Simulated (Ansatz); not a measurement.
Crystal: Pb.

```xyz
2
Lattice="3.0386 -1.7503 0.0000 3.0386 1.7503 0.0000 -2.1155 0.0000 6.0952" Properties=species:S:1:pos:R:3 pbc="T T T"
Pb    3.9848    0.0000    4.4269
Pb   -0.0230    0.0000    1.6683
```

This isn't the form of Pb at room conditions, which is fcc.

Base run:

```yaml
Program: Ansatz 0.2.0
Functional: LDA
Potentials_or_basis: all-electron LAPW, scalar-relativistic
Cutoff: 175 eV (chosen from the basis error)
Basis_error_allowed: 0.001 eV/atom
k_mesh: 9 × 9 × 5
Occupations: fermi-dirac, width 0.05 eV
Spin: no spin polarisation
```

Its results: pressure -3.2 GPa; largest force 0.177 eV/Å.

**Question.** The run is repeated on the same cell with these changes: functional from LDA to PBE. What comes out?

**Answer.** Pressure 0.8 GPa; largest force 0.079 eV/Å.

PBE binds less tightly than LDA, so the same cell stands under more pressure.
